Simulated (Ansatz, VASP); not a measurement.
# Nb: VASP beside Ansatz

```
Nb
1.0
     0.00000    2.07182    2.07182
     2.07182    0.00000    2.07182
     2.07182    2.07182    0.00000
Nb
1
Direct
  0.00000 0.00000 0.00000
```

Change from the starting cell: volume scaled by 0.94, crystal datasets.

Alike in both runs: task electric field gradients; functional LDA; k mesh 13 × 13 × 13; occupations fermi-dirac, width 0.03 eV; no spin polarisation.

```csv
,VASP,Ansatz
version,VASP 6.6.1,Ansatz 0.2.0
potentials or method,"VASP PAW LDA potentials, release 64 (Nb_sv), cutoff 520 eV","all-electron PAW with datasets made for the crystal, scalar-relativistic"
```

Ansatz gave:

| Item | Value |
| --- | --- |
| pressure (GPa) | -0.1 |
| Vzz of the field gradient on the site that differs most (V/Å²) | 0.0 |

**Question.** Estimate VASP's values.

**Answer.** Pressure (GPa): -0.3; Vzz of the field gradient on the site that differs most (V/Å²): 0.0.

Ansatz ran all-electron here, so the differences hold the error of VASP's frozen core and of both bases. Ansatz warned: «gradients_without_spin_orbit».
